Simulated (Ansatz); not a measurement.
# B3LYP/6-31G(d) (Cartesian functions) run of C4H10Zn (diethylzinc (DEZ))

What is the vertical ionisation energy of C4H10Zn (diethylzinc (DEZ)) at B3LYP/6-31G* (Cartesian functions)? 

The results are computed with Ansatz 0.2.0.

21 further runs of the same task are left out: 21 set aside as unsound or not needed.

### 1 The structure to begin with

C4H10Zn: 15 atoms, total charge 0, spin state singlet. SMILES: `CC[Zn]CC`. Geometry: relaxed at PBE0-D4/def2-TZVP.

Bond lengths: C1–C2 1.529 Å, C2–Zn3 1.958 Å, Zn3–C4 1.958 Å, C4–C5 1.529 Å, C1–H6 1.094 Å, C1–H7 1.096 Å, C1–H8 1.094 Å, C2–H9 1.096 Å, C2–H10 1.096 Å, C4–H11 1.096 Å, C4–H12 1.096 Å, C5–H13 1.094 Å, C5–H14 1.096 Å, C5–H15 1.094 Å. Some angles: C1–C2–Zn3 115.4°, C2–Zn3–C4 179.9°, Zn3–C4–C5 115.4°, C1–C2–H9 109.9°, C1–C2–H10 109.9°, Zn3–C2–H9 107.9°, Zn3–C2–H10 107.9°, C2–C1–H6 112.0°, C2–C1–H7 112.0°, C2–C1–H8 112.0°.

### 2 The energy at B3LYP/6-31G(d) (Cartesian functions)

File job.yaml:

```yaml
crystal:
  periodic: [false, false, false]
  atoms:
    - {symbol: C, position_ang: [0.235270, 1.980200, 1.807360]}
    - {symbol: C, position_ang: [1.039000, 0.686130, 1.679060]}
    - {symbol: Zn, position_ang: [0.521310, -0.479880, 0.193880]}
    - {symbol: C, position_ang: [0.000380, -1.642790, -1.292580]}
    - {symbol: C, position_ang: [-1.157340, -1.131600, -2.150140]}
    - {symbol: H, position_ang: [-0.830540, 1.786550, 1.957870]}
    - {symbol: H, position_ang: [0.570280, 2.589730, 2.654020]}
    - {symbol: H, position_ang: [0.320050, 2.604740, 0.913570]}
    - {symbol: H, position_ang: [0.961770, 0.105170, 2.605510]}
    - {symbol: H, position_ang: [2.104800, 0.917890, 1.568710]}
    - {symbol: H, position_ang: [-0.247790, -2.627070, -0.878570]}
    - {symbol: H, position_ang: [0.885570, -1.805020, -1.918630]}
    - {symbol: H, position_ang: [-0.929610, -0.166540, -2.611560]}
    - {symbol: H, position_ang: [-1.402420, -1.823120, -2.963990]}
    - {symbol: H, position_ang: [-2.070730, -0.994400, -1.564490]}
basis:
  gaussian: {orbitals: "6-31G*"}
output: {orbitals: {seedname: orbitals}}
accuracy: high
hamiltonian: {xc: {name: B3LYP}}
```

Command:

```sh
$ ansatz run job.yaml --threads 1 --pin off --max-ram 3480MiB --events-out events.jsonl --progress --plain --runs-dir runs
```

Output:

```text
Warning: RAYON_NUM_THREADS=1 ignored (pool sized by the plan → 1); use --threads N
Functional definition: B3LYP
  name "B3LYP"
  parameter a0 = 0.2
  parameter ax = 0.72
  parameter ac = 0.81
  exchange = (1 - a0 - ax)*slater_x + ax*b88_x + a0*exact_x
  correlation = (1 - ac)*vwn_rpa_c + ac*lyp_c
2723 factors; integrals over basis functions are off by at most 4.3e-8 eV
mean field evaluation 1: about -52709.3372 eV, gradient 8.1e1 eV
mean field evaluation 2: about -52696.8386 eV, gradient 1.1e2 eV
mean field evaluation 4: about -52723.3108 eV, gradient 5.5e0 eV
mean field evaluation 8: about -52723.5631 eV, gradient 1.5e-1 eV
mean field evaluation 16: about -52723.5631 eV, gradient 6.0e-5 eV
mean field -52723.56312663 eV, -1937.5552075888 hartree, gradient 4.7e-8 eV, S^2 0.000000; 0 other end points of the search recorded, 0 dependent functions left out
reference -52723.56317565 eV, -1937.5552093906 hartree; 32, 32 occupied and 84, 84 virtual orbitals, 2723 factors
Total energy: -52723.56317565 eV, -1937.5552093906 hartree
```

Wall time 20 s (1 thread of Arm Neoverse V1, shared host); peak memory 0.52 GiB.

### 3 The doublet cation, same level

File run.yaml:

```yaml
crystal:
  periodic: [false, false, false]
  atoms:
    - {symbol: C, position_ang: [0.235270, 1.980200, 1.807360]}
    - {symbol: C, position_ang: [1.039000, 0.686130, 1.679060]}
    - {symbol: Zn, position_ang: [0.521310, -0.479880, 0.193880]}
    - {symbol: C, position_ang: [0.000380, -1.642790, -1.292580]}
    - {symbol: C, position_ang: [-1.157340, -1.131600, -2.150140]}
    - {symbol: H, position_ang: [-0.830540, 1.786550, 1.957870]}
    - {symbol: H, position_ang: [0.570280, 2.589730, 2.654020]}
    - {symbol: H, position_ang: [0.320050, 2.604740, 0.913570]}
    - {symbol: H, position_ang: [0.961770, 0.105170, 2.605510]}
    - {symbol: H, position_ang: [2.104800, 0.917890, 1.568710]}
    - {symbol: H, position_ang: [-0.247790, -2.627070, -0.878570]}
    - {symbol: H, position_ang: [0.885570, -1.805020, -1.918630]}
    - {symbol: H, position_ang: [-0.929610, -0.166540, -2.611560]}
    - {symbol: H, position_ang: [-1.402420, -1.823120, -2.963990]}
    - {symbol: H, position_ang: [-2.070730, -0.994400, -1.564490]}
basis:
  gaussian:
    orbitals: "6-31G*"
total_charge: 1
magnetization:
  spin_polarized: true
  initial_magnetization: 1
hamiltonian:
  xc: {name: B3LYP}
accuracy: high
output: {orbitals: {seedname: orbitals}}
```

Command:

```sh
$ ansatz run run.yaml --threads 1 --pin off --max-ram 3480MiB --events-out events.jsonl --progress --plain --runs-dir runs
```

Output:

```text
Warning: RAYON_NUM_THREADS=1 ignored (pool sized by the plan → 1); use --threads N
Functional definition: B3LYP
  name "B3LYP"
  parameter a0 = 0.2
  parameter ax = 0.72
  parameter ac = 0.81
  exchange = (1 - a0 - ax)*slater_x + ax*b88_x + a0*exact_x
  correlation = (1 - ac)*vwn_rpa_c + ac*lyp_c
2723 factors; integrals over basis functions are off by at most 4.3e-8 eV
mean field evaluation 1: about -52684.0524 eV, gradient 8.7e1 eV
mean field evaluation 2: about -52622.6328 eV, gradient 1.5e2 eV
mean field evaluation 4: about -52714.9156 eV, gradient 7.5e0 eV
mean field evaluation 8: about -52715.4277 eV, gradient 7.4e-1 eV
mean field evaluation 16: about -52715.4315 eV, gradient 1.2e-3 eV
mean field -52715.43149444 eV, -1937.2563756180 hartree, gradient 5.6e-8 eV, S^2 0.761963; 0 other end points of the search recorded, 0 dependent functions left out
reference -52715.43154057 eV, -1937.2563773133 hartree; 32, 31 occupied and 84, 85 virtual orbitals, 2723 factors
Total energy: -52715.43154057 eV, -1937.2563773133 hartree
```

It took 35 s on 1 thread of Arm Neoverse V1, shared host; peak memory 0.75 GiB.

### 4 Results

Level: B3LYP/6-31G* (Cartesian functions).

```
                                          quantity           value
                     singlet C4H10Zn: total energy  -1937.55521 Eh
                      singlet C4H10Zn: HOMO energy        -6.01 eV
                      singlet C4H10Zn: LUMO energy        -0.11 eV
                    singlet C4H10Zn: HOMO–LUMO gap         5.90 eV
                      doublet cation: total energy  -1937.25638 Eh
doublet cation: HOMO energy (highest over α and β)       -12.69 eV
 doublet cation: LUMO energy (lowest over α and β)       -10.24 eV
                              doublet cation: ⟨S²⟩           0.762
vertical ionisation energy (to the doublet cation)        8.132 eV
```

In words: Removing an electron at fixed nuclei costs 8.13 eV (188 kcal/mol). −ε(HOMO) before ionisation, 6.01 eV, is 2.12 eV below this ionisation energy.
